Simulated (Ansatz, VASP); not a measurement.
**Ru in VASP and in Ansatz**

```
Ru
1.0
     0.00000    1.88442    1.88442
     1.88442    0.00000    1.88442
     1.88442    1.88442    0.00000
Ru
1
Direct
  0.00000 0.00000 0.00000
```

Alike in both runs: functional PBEsol; k mesh 20 × 20 × 20; occupations gaussian, width 0.1 eV; no spin polarisation.

Ansatz relaxed the structure, and its values are those at the end. VASP's run is a single point on that final structure, the one shown.

|  | VASP | Ansatz |
| --- | --- | --- |
| version | VASP 6.6.1 | Ansatz 0.2.0 |
| potentials or method | VASP PAW PBE potentials, release 64 (Ru_pv) | scalar-relativistic, plane waves, PAW |
| plane-wave cutoff (eV) | 520 | 420 |
| valence electrons in the cell | 14 | 16 |

```tsv
	VASP	Ansatz	Ansatz less VASP
gap on the k mesh at the Fermi level (eV)	none	none	-
pressure (GPa)	-0.1	0.0	+0.06
```

A gap of «none» marks a metal or a gap that the smearing closes. With one functional, cell and mesh, what is left measures potentials, basis and numerics. The two sets of potentials don't hold the same shells in valence.

Caveats: the PAW data sets were made with another functional, which shifts forces and pressure a little (VASP).
